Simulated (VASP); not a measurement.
# SnO in VASP: relaxing the cell with several functionals, part 2 of 2

The system is SnO in the zincblende structure, a generated structure that needn't be the ground state.

VASP 6.6.1, plane waves, PAW. The steps go on from the part before.

### 4 Relaxing with LDA

INCAR reads:

```
ENCUT = 600.000000
SIGMA = 0.020000
EDIFF = 1.00e-07
EDIFFG = -5.00e-03
GGA = CA
PREC = Accurate
IBRION = 2
ISIF = 3
ISMEAR = -1
NBANDS = 17
NELM = 120
NSW = 40
LASPH = .TRUE.
LCHARG = .FALSE.
LWAVE = .FALSE.
LREAL = .FALSE.
```

KPOINTS reads:

```
KPOINTS created by Atomic Simulation Environment
0
Gamma
8 8 8
0 0 0
```

POSCAR reads:

```
Sn O
 1.0000000000000000
    -0.0000000000000000    2.7385992836239024    2.7385992836239024
     2.7385992836239024    0.0000000000000000    2.7385992836239024
     2.7385992836239024    2.7385992836239024    0.0000000000000000
 Sn  O
   1   1
Cartesian
  0.0000000000000000  0.0000000000000000  0.0000000000000000
  1.3692996418119512  1.3692996418119512  1.3692996418119512
```

The run uses the recommended LDA PAW datasets (20 valence electrons a neutral cell).

Started as:

```console
mpirun -np 1 vasp_std
```

The first run moved the cell so far that it was started again from its end, on a fresh basis. The second run's POSCAR:

```
Sn O
 1.0000000000000000
     0.0000000000000000    2.6582166486855807    2.6582166486855807
     2.6582166486855807    0.0000000000000000    2.6582166486855807
     2.6582166486855807    2.6582166486855807   -0.0000000000000000
 Sn  O
   1   1
Cartesian
  0.0000000000000000  0.0000000000000000  0.0000000000000000
  1.3291083243427904  1.3291083243427904  1.3291083243427904
```

The files below are the second run's.

Printed to the terminal (iteration lines stand in OSZICAR):

```text
POSCAR found type information on POSCAR SnO
 POSCAR found :  2 types and       2 ions
 LDA part: xc-table for (Slater(with rela. corr.)+CA(PZ))
 , standard interpolation
 POSCAR, INCAR and KPOINTS ok, starting setup
 FFT: planning ... GRIDC
 FFT: planning ... GRID_SOFT
 FFT: planning ... GRID
 WAVECAR not read
 WARNING: random wavefunctions but no delay for mixing, default for NELMDL
 entering main loop
 curvature:   0.00 expect dE= 0.000E+00 dE for cont linesearch  0.000E+00
 search vector abs. value=  0.136E-05
 reached required accuracy - stopping structural energy minimisation
```

OSZICAR:

```text
N       E                     dE             d eps       ncg     rms          rms(c)
DAV:   1     0.160453617218E+03    0.16045E+03   -0.11263E+04  1003   0.180E+03
DAV:   2     0.254774372771E+01   -0.15791E+03   -0.15086E+03  1074   0.410E+02
DAV:   3    -0.134414847528E+02   -0.15989E+02   -0.15901E+02  1130   0.115E+02
DAV:   4    -0.138110395201E+02   -0.36955E+00   -0.36931E+00  1230   0.185E+01
DAV:   5    -0.138203263404E+02   -0.92868E-02   -0.92860E-02  1334   0.284E+00    0.842E+00
DAV:   6    -0.121198176732E+02    0.17005E+01   -0.13087E+01  1472   0.419E+01    0.516E+00
DAV:   7    -0.118372013383E+02    0.28262E+00   -0.22145E+00  1212   0.881E+00    0.137E+00
DAV:   8    -0.118053204520E+02    0.31881E-01   -0.17501E-01  1027   0.312E+00    0.307E-01
DAV:   9    -0.118049299732E+02    0.39048E-03   -0.63574E-03  1464   0.677E-01    0.135E-01
DAV:  10    -0.118048758846E+02    0.54089E-04   -0.12314E-03  1373   0.281E-01    0.526E-02
DAV:  11    -0.118048140857E+02    0.61799E-04   -0.38800E-04  1479   0.148E-01    0.107E-02
DAV:  12    -0.118048128733E+02    0.12125E-05   -0.24111E-05  1111   0.344E-02    0.280E-03
DAV:  13    -0.118048131448E+02   -0.27155E-06   -0.26070E-06  1112   0.111E-02    0.322E-03
DAV:  14    -0.118048130242E+02    0.12057E-06   -0.81715E-07  1076   0.558E-03    0.637E-04
DAV:  15    -0.118048130246E+02   -0.36334E-09   -0.34016E-08   553   0.174E-03
   1 F= -.11804813E+02 E0= -.11804386E+02  d E =-.118048E+02
```

From OUTCAR:

```text
k-points           NKPTS =     29   k-points in BZ     NKDIM =     29   number of bands    NBANDS=     17

   NELECT =      20.0000    total number of electrons

   dimension x,y,z NGX =    30 NGY =   30 NGZ =   30
   dimension x,y,z NGXF=    60 NGYF=   60 NGZF=   60

  energy-cutoff  :      600.00
  volume of cell :       37.57
      direct lattice vectors                 reciprocal lattice vectors
     0.000000000  2.658216649  2.658216649    -0.188096031  0.188096031  0.188096031
     2.658216649  0.000000000  2.658216649     0.188096031 -0.188096031  0.188096031
     2.658216649  2.658216649  0.000000000     0.188096031  0.188096031 -0.188096031

 k-points in reciprocal lattice and weights: KPOINTS created by Atomic Simulation Env
   0.00000000  0.00000000  0.00000000       0.002
   0.12500000  0.00000000  0.00000000       0.016
   0.25000000  0.00000000  0.00000000       0.016
   0.37500000  0.00000000  0.00000000       0.016
   0.50000000  0.00000000  0.00000000       0.008
   0.12500000  0.12500000  0.00000000       0.012
   0.25000000  0.12500000  0.00000000       0.047
   0.37500000  0.12500000  0.00000000       0.047
[... 21 more k-points ...]

 E-fermi :   6.4571

 k-point     1 :       0.0000    0.0000    0.0000
  band No.  band energies     occupation
      1     -15.2542      2.00000
      2     -15.2542      2.00000
      3     -15.2542      2.00000
      4     -15.1857      2.00000
      5     -15.1857      2.00000
      6     -12.7023      2.00000
      7       0.1247      2.00000
      8       2.4662      2.00000
      9       2.4662      2.00000
     10       2.4662      2.00000
     11      10.9887      0.00000
     12      10.9887      0.00000
     13      10.9887      0.00000
     14      15.8157      0.00000
     15      18.0350      0.00000
     16      18.0350      0.00000
     17      18.0350      0.00000

 k-point     2 :       0.1250    0.0000    0.0000
  band No.  band energies     occupation
      1     -15.2817      2.00000
      2     -15.2482      2.00000
      3     -15.2482      2.00000
      4     -15.1855      2.00000
      5     -15.1855      2.00000
      6     -12.5944      2.00000
      7      -0.2740      2.00000
      8       2.3928      2.00000
      9       2.3928      2.00000
     10       2.8262      2.00000
     11      10.1193      0.00000
     12      11.0714      0.00000
     13      11.0714      0.00000
     14      16.4334      0.00000
     15      17.4291      0.00000
     16      17.4291      0.00000
     17      17.6674      0.00000

 k-point     3 :       0.2500    0.0000    0.0000
  band No.  band energies     occupation
      1     -15.3444      2.00000
      2     -15.2380      2.00000
      3     -15.2380      2.00000
      4     -15.1808      2.00000
      5     -15.1808      2.00000
      6     -12.3248      2.00000
      7      -1.0442      2.00000
      8       2.2243      2.00000
      9       2.2243      2.00000
     10       3.4546      2.00000
     11       8.9001      0.00000
     12      11.1818      0.00000
     13      11.1818      0.00000
     14      15.6527      0.00000
     15      17.0644      0.00000
     16      17.0644      0.00000
     17      19.4038      0.00000

 k-point     4 :       0.3750    0.0000    0.0000
  band No.  band energies     occupation
      1     -15.4027      2.00000
      2     -15.2343      2.00000
      3     -15.2343      2.00000
      4     -15.1694      2.00000
      5     -15.1694      2.00000
      6     -12.0380      2.00000
      7      -1.7185      2.00000
      8       2.0666      2.00000
      9       2.0666      2.00000
     10       3.8877      2.00000
     11       8.2306      0.00000
     12      11.1687      0.00000
     13      11.1687      0.00000
     14      15.1655      0.00000
     15      17.3618      0.00000
     16      17.3618      0.00000
     17      19.6744      0.00000

[... the tables of k-points 5 to 29 left out ...]

  Total        0.0043285      0.0043285      0.0043285     -0.0000000      0.0000000     -0.0000000
  in kB        0.1846064      0.1846064      0.1846064     -0.0000000      0.0000000     -0.0000000
  external PRESSURE =       0.1846064 kB  Pullay stress =       0.0000000 kB

 POSITION                                       TOTAL-FORCE (eV/Angst)
 -----------------------------------------------------------------------------------
      0.00000      0.00000      0.00000         0.000000      0.000000      0.000000
      1.32911      1.32911      1.32911        -0.000000     -0.000000     -0.000000
 -----------------------------------------------------------------------------------
    total drift:                                0.000000      0.000000      0.000000

  FREE ENERGIE OF THE ION-ELECTRON SYSTEM (eV)
  ---------------------------------------------------
  free  energy   TOTEN  =       -11.8048130246 eV

  energy  without entropy=      -11.8039580015  energy(sigma->0) =      -11.80438551
```

CONTCAR

```
Sn O
   1.00000000000000
     0.0000000000000000    2.6582166486855807    2.6582166486855807
     2.6582166486855807    0.0000000000000000    2.6582166486855807
     2.6582166486855807    2.6582166486855807    0.0000000000000000
  Sn              O
     1     1
Direct
     0.0000000000000000    0.0000000000000000    0.0000000000000000
     0.2500000000000000    0.2500000000000000    0.2500000000000000

  0.00000000E+00  0.00000000E+00  0.00000000E+00
  0.00000000E+00  0.00000000E+00  0.00000000E+00
```

Hardware: 1 MPI rank of Intel Xeon 6975P-C, shared host.

|  | before | after | change |
| --- | --- | --- | --- |
| a (Å) | 5.477 | 5.316 | -2.94 % |
| volume (Å³/atom) | 20.539 | 18.783 | -8.55 % |
| shortest distance (Å) | 2.372 | 2.302 | -2.94 % |
| space group | F-43m | F-43m | same |

### 5 What came out

What follows sums up all 2 parts.

| level | a (Å) | volume (Å³/atom) | space group | Ansatz: volume (Å³/atom) |
| --- | --- | --- | --- | --- |
| PBE | 5.477 | 20.532 | F-43m | 20.539 |
| PBEsol | 5.375 | 19.409 | F-43m | 19.409 |
| LDA | 5.316 | 18.783 | F-43m | 18.795 |

The PBE run changed the volume by +89.4 % from its own start of 10.84 Å³/atom. LDA gives the smallest cell and PBE the largest, 9.3 % apart in volume. LDA's volume lies 8.5 % below PBE's. The two programs differ by at most 0.06 % in volume, much less than the spread of the functionals. The two codes have different PAW datasets and cutoffs. LDA means the Perdew–Zunger form in VASP and the Perdew–Wang form in Ansatz.
